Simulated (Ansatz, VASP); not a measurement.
# B: VASP beside Ansatz

File INCAR:

```
PREC = Accurate ; ENCUT = 600
EDIFF = 1E-6 ; ISMEAR = 0
SIGMA = 0.1 ; LREAL = False
LASPH = True ; NELM = 100
ALGO = Normal ; ISIF = 3
LWAVE = False ; LCHARG = False
GGA = PE ; IBRION = 2
NSW = 90 ; EDIFFG = -0.04
```

The input KPOINTS:

```
Automatic mesh
0
Gamma
  6 6 10
```

POSCAR

```
B
1.0
    2.9961598400      0.0000000000      0.0000000000
   -1.4980799200      2.5947505300      0.0000000000
    0.0000000000      0.0000000000      1.7312494700
B
2
Direct
    0.3333333300      0.6666666700      0.5000000000
    0.6666666700      0.3333333300      0.5000000000
```

Input for Ansatz:

```yaml
crystal:
  lattice:
    - [2.99615984, 0.0, 0.0]
    - [-1.49807992, 2.59475053, 0.0]
    - [0.0, 0.0, 1.73124947]
  atoms:
    - { symbol: B, position: [0.33333333, 0.66666667, 0.5] }
    - { symbol: B, position: [0.66666667, 0.33333333, 0.5] }
basis:
  ecutwfc: 420
kpoints:
  mp_grid: { grid: [6, 6, 10] }
hamiltonian:
  xc: pbe
scf:
  occupations: { method: gaussian, width: 0.1 }
  lower_state_search: "off"
output:
  forces: true
  stress: true
  eigenvalues: true
relax:
  adjacent_minimum: "off"
  f_tol: 0.04
  max_steps: 70
  cell: { stress_tol: 0.4 }
```

Alike in both runs: task relaxation of cell and atoms; functional PBE; k mesh 6 × 6 × 10; occupations gaussian, width 0.1 eV; no spin polarisation.

|  | VASP | Ansatz |
| --- | --- | --- |
| version | VASP 6.6.1 | Ansatz 0.2.0 |
| potentials or method | VASP PAW PBE potentials, release 64 (B) | scalar-relativistic, plane waves, PAW |
| plane-wave cutoff (eV) | 600 | 420 |
| valence electrons in the cell | 6 | 6 |

|  | VASP | Ansatz | Ansatz less VASP |
| --- | --- | --- | --- |
| gap on the k mesh at the Fermi level, each at its own relaxed structure (eV) | none | none | - |
| relaxed volume (Å³/atom) | 7.69 | 7.69 | -0.004 |
| relaxed cell length with the largest relative difference (Å) | 1.964 | 1.963 | -0.0010 |
| energy change over the relaxation (meV/atom) | -145 | -145 | -0.3 |

A gap of «none» marks a metal or a gap that the smearing closes.

Caveats: the k mesh is coarse (spacing up to 0.40 Å⁻¹), so the values aren't converged.
